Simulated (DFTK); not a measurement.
# W (Im-3m) in DFTK: equation of state

How stiff is W in PBEsol, and what volume does it want? The cell is scaled to several volumes.

All numbers are computed with DFTK 0.8.2; they aren't measurements. Logs are shortened: lines on timing, memory, paths and dates and some standing lists are left out, and cuts for length are marked.

## (1) The structure

The structure is cubic, space group Im-3m (No. 229). Conventional cell: a = 3.165 Å, b = 3.165 Å, c = 3.165 Å, α = 90.00°, β = 90.00°, γ = 90.00°. W (site symmetry m-3m) is surrounded by 8 W at 2.74 Å.

## (2) Equation of state, PBEsol

run.jl

```julia
using DFTK
using PseudoPotentialData
using Unitful, UnitfulAtomic
using LinearAlgebra, Printf
include("save.jl")
disable_threading()

# lattice vectors are the columns
lattice = austrip(1u"Å") * [     -1.582345       1.582345       1.582345;
                 1.582345      -1.582345       1.582345;
                 1.582345       1.582345      -1.582345]
symbols   = [:W]
positions = [[0.0, 0.0, 0.0]]
pseudopotentials = PseudoFamily("dojo.nc.sr.pbesol.v0_4_1.standard.upf")
elements = Dict(s => ElementPsp(s, pseudopotentials) for s in unique(symbols))
atoms    = [elements[s] for s in symbols]

build_model(lattice, positions; symmetries=true) =
    model_DFT(lattice, atoms, positions;
              functionals=PBEsol(),
              temperature=austrip(0.05u"eV"),
              smearing=Smearing.FermiDirac(),
              symmetries)
Ecut  = 37.0  # hartree
kgrid = [12, 12, 12]
tol   = 1e-6
to_GPa = ustrip(uconvert(u"GPa", 1u"hartree/bohr^3"))

results["points"] = []
for scale in [0.94, 0.96, 0.98, 1.0, 1.02, 1.04, 1.06]
    println("\n=== scale = ", scale)
    model = build_model(cbrt(scale) * lattice, positions)
    basis = PlaneWaveBasis(model; Ecut, kgrid)
    t0 = time()
    scfres = self_consistent_field(basis;
                                   tol,
                                   nbandsalg=AdaptiveBands(model; n_bands_converge=12))
    seconds = time() - t0
    @printf "SCF: %d iterations, %.1f s\n" scfres.n_iter seconds
    forces = compute_forces_cart(scfres)
    stress = compute_stresses_cart(scfres)
    @printf "V = %.5f Å^3  F = %.8f Ha  max force = %.5f eV/Å  p = %.4f GPa\n" ustrip(auconvert(u"Å^3", model.unit_cell_volume)) scfres.energies.total ustrip(auconvert(u"eV/Å", maximum(norm, forces))) (-tr(stress) / 3 * to_GPa)
    push!(results["points"], save_scf!(scfres; forces, stress, d=Dict{String,Any}("seconds" => seconds, "n_matvec" => get(scfres, :n_matvec, 0))))
end

# third-order Birch-Murnaghan fit in x = V^(-2/3)
V = [0.94, 0.96, 0.98, 1.0, 1.02, 1.04, 1.06] * abs(det(lattice))
E = [p["total"] for p in results["points"]]
x = V .^ (-2 / 3)
c = [x .^ 0 x x .^ 2 x .^ 3] \ E
Δ = c[3]^2 - 3c[2] * c[4]
if Δ > 0
    x0 = (-c[3] + sqrt(Δ)) / 3c[4]
    B0 = 4 / 9 * x0^(7 / 2) * (2c[3] + 6c[4] * x0)
    @printf "V0 = %.4f Å^3  B0 = %.2f GPa\n" ustrip(auconvert(u"Å^3", x0^(-3 / 2))) B0 * to_GPa
end
```

Potentials or basis: dojo.nc.sr.pbesol.v0_4_1.standard.upf (PBEsol).

Launch:

```console
$ julia --threads=1 run.jl  # save.jl only writes the numbers to a file and isn't shown; printed stress counts tension as positive; times include loading and compiling
```

The program printed:

```text
=== scale = 0.94
n     Energy            log10(ΔE)   log10(Δρ)   Diag   Δtime
---   ---------------   ---------   ---------   ----   ------
  1   -75.82297067001                   -0.97    5.7    4.04s
  2   -75.82813166553       -2.29       -1.31    1.0    1.32s
  3   -75.82982295690       -2.77       -2.17    2.9    2.50s
  4   -75.82983602529       -4.88       -3.02    2.2    1.46s
  5   -75.82983696989       -6.02       -3.82    3.1    2.67s
  6   -75.82983697731       -8.13       -4.73    2.7    2.42s
  7   -75.82983697752       -9.67       -5.18    3.3    1.89s
  8   -75.82983697754      -10.80       -6.01    1.9    2.11s
SCF: 8 iterations, 18.6 s
V = 14.89674 Å^3  F = -75.82983698 Ha  max force = 0.00000 eV/Å  p = 18.5319 GPa

=== scale = 0.96
n     Energy            log10(ΔE)   log10(Δρ)   Diag   Δtime
---   ---------------   ---------   ---------   ----   ------
  1   -75.82379340111                   -0.97    5.6    3.43s
  2   -75.82904617732       -2.28       -1.30    1.1    1.92s
[... 42 further cycles ...]
  9   -75.83022317661      -11.96       -6.33    3.4    1.62s
SCF: 9 iterations, 18.0 s
V = 16.48151 Å^3  F = -75.83022318 Ha  max force = 0.00000 eV/Å  p = -13.9499 GPa

=== scale = 1.06
n     Energy            log10(ΔE)   log10(Δρ)   Diag   Δtime
---   ---------------   ---------   ---------   ----   ------
  1   -75.82040910552                   -0.95    5.5    3.06s
  2   -75.82652393260       -2.21       -1.25    1.1    1.73s
  3   -75.82899460048       -2.61       -2.02    3.0    2.33s
  4   -75.82903406477       -4.40       -2.87    2.1    1.25s
  5   -75.82903667478       -5.58       -3.57    2.9    2.35s
  6   -75.82903669939       -7.61       -4.30    2.8    1.50s
  7   -75.82903670101       -8.79       -4.79    2.6    2.17s
  8   -75.82903670105      -10.45       -5.72    2.1    2.10s
  9   -75.82903670105      -11.63       -6.23    3.4    1.71s
SCF: 9 iterations, 19.1 s
V = 16.79846 Å^3  F = -75.82903670 Ha  max force = 0.00000 eV/Å  p = -18.7506 GPa
V0 = 15.7094 Å^3  B0 = 316.94 GPa
```

Wall time 5.4 min (1 thread of Intel Xeon 6975P-C (Granite Rapids), shared host); peak memory 1.7 GiB.

What came out:

| Property | Result |
| --- | --- |
| Equilibrium volume | 15.71 Å³/atom |
| Bulk modulus | 317 GPa |
| Pressure derivative of the bulk modulus | 3.8 |

Energy against volume, from the lowest point:
| volume (Å³/atom) | energy (meV/atom) |
| --- | --- |
| 14.897 | 44.08 |
| 15.214 | 15.10 |
| 15.531 | 0.86 |
| 15.848 | 0.00 |
| 16.165 | 11.27 |
| 16.482 | 33.57 |
| 16.798 | 65.86 |

Spin-orbit coupling is left out, which matters for the levels of W.

## (3) Single point, PBEsol, 14.90 Å³/atom (volume scaled by 0.94)

run.jl is that of step 2.

Potentials or basis: dojo.nc.sr.pbesol.v0_4_1.standard.upf (PBEsol).

Launch:

```console
$ julia --threads=1 run.jl  # one pass of the loop, scale = 0.94; save.jl only writes the numbers to a file and isn't shown; printed stress counts tension as positive; times include loading and compiling
```

The program printed:

```text
=== scale = 0.94
n     Energy            log10(ΔE)   log10(Δρ)   Diag   Δtime
---   ---------------   ---------   ---------   ----   ------
  1   -75.82297067001                   -0.97    5.7    4.04s
  2   -75.82813166553       -2.29       -1.31    1.0    1.32s
  3   -75.82982295690       -2.77       -2.17    2.9    2.50s
  4   -75.82983602529       -4.88       -3.02    2.2    1.46s
  5   -75.82983696989       -6.02       -3.82    3.1    2.67s
  6   -75.82983697731       -8.13       -4.73    2.7    2.42s
  7   -75.82983697752       -9.67       -5.18    3.3    1.89s
  8   -75.82983697754      -10.80       -6.01    1.9    2.11s
SCF: 8 iterations, 18.6 s
V = 14.89674 Å^3  F = -75.82983698 Ha  max force = 0.00000 eV/Å  p = 18.5319 GPa
```

Wall time 19 s (1 thread of Intel Xeon 6975P-C (Granite Rapids), shared host).

Results:

| Item | Value |
| --- | --- |
| Free energy | -2063.4350 eV |
| Pressure | 18.5 GPa |
| Band gap on the k mesh | none (metal or under the smearing width) |

## (4) Single point, PBEsol, 15.21 Å³/atom (volume scaled by 0.96)

run.jl is that of step 3.

Launch:

```console
$ julia --threads=1 run.jl  # one pass of the loop, scale = 0.96; save.jl only writes the numbers to a file and isn't shown; printed stress counts tension as positive; times include loading and compiling
```

Wall time 20 s (1 thread of Intel Xeon 6975P-C (Granite Rapids), shared host).

It converged, with:

| Property | Result |
| --- | --- |
| Free energy | -2063.4640 eV |
| Pressure | 10.7 GPa |
| Band gap on the k mesh | none (metal or under the smearing width) |

## (5) Single point, PBEsol, 15.53 Å³/atom (volume scaled by 0.98)

run.jl is that of step 4.

Launch:

```console
$ julia --threads=1 run.jl  # one pass of the loop, scale = 0.98; save.jl only writes the numbers to a file and isn't shown; printed stress counts tension as positive; times include loading and compiling
```

It took 19 s on 1 thread of Intel Xeon 6975P-C (Granite Rapids), shared host.

The run converged. Its results:

```
Free energy            : -2063.4782 eV
Pressure               : 3.6 GPa
Band gap on the k mesh : none (metal or under the smearing width)
```

## (6) Single point, PBEsol, 15.85 Å³/atom

run.jl is that of step 5.

Potentials or basis: dojo.nc.sr.pbesol.v0_4_1.standard.upf (PBEsol).

Launch:

```console
$ julia --threads=1 run.jl  # one pass of the loop, scale = 1.0; save.jl only writes the numbers to a file and isn't shown; printed stress counts tension as positive; times include loading and compiling
```

Wall time 18 s (1 thread of Intel Xeon 6975P-C (Granite Rapids), shared host).

The run converged. Its results:

* Free energy: -2063.4791 eV
* Pressure: -2.8 GPa
* Band gap on the k mesh: none (metal or under the smearing width)

## (7) Single point, PBEsol, 16.16 Å³/atom (volume scaled by 1.02)

run.jl is that of step 6.

Launch:

```console
$ julia --threads=1 run.jl  # one pass of the loop, scale = 1.02; save.jl only writes the numbers to a file and isn't shown; printed stress counts tension as positive; times include loading and compiling
```

Run time: 19 s. Hardware: 1 thread of Intel Xeon 6975P-C (Granite Rapids), shared host.

Results (log left out):

| Property | Result |
| --- | --- |
| Free energy | -2063.4678 eV |
| Pressure | -8.6 GPa |
| Band gap on the k mesh | none (metal or under the smearing width) |

## (8) Single point, PBEsol, 16.48 Å³/atom (volume scaled by 1.04)

run.jl is that of step 7.

Launch:

```console
$ julia --threads=1 run.jl  # one pass of the loop, scale = 1.04; save.jl only writes the numbers to a file and isn't shown; printed stress counts tension as positive; times include loading and compiling
```

It took 18 s on 1 thread of Intel Xeon 6975P-C (Granite Rapids), shared host.

It converged, with:

```yaml
Free_energy: -2063.4455 eV
Pressure: -13.9 GPa
Band_gap_on_the_k_mesh: none (metal or under the smearing width)
```

## (9) Single point, PBEsol, 16.80 Å³/atom (volume scaled by 1.06)

run.jl is that of step 8.

Potentials or basis: dojo.nc.sr.pbesol.v0_4_1.standard.upf (PBEsol).

Launch:

```console
$ julia --threads=1 run.jl  # one pass of the loop, scale = 1.06; save.jl only writes the numbers to a file and isn't shown; printed stress counts tension as positive; times include loading and compiling
```

Wall time 19 s (1 thread of Intel Xeon 6975P-C (Granite Rapids), shared host).

It converged, with:

```
Free energy            : -2063.4132 eV
Pressure               : -18.8 GPa
Band gap on the k mesh : none (metal or under the smearing width)
```
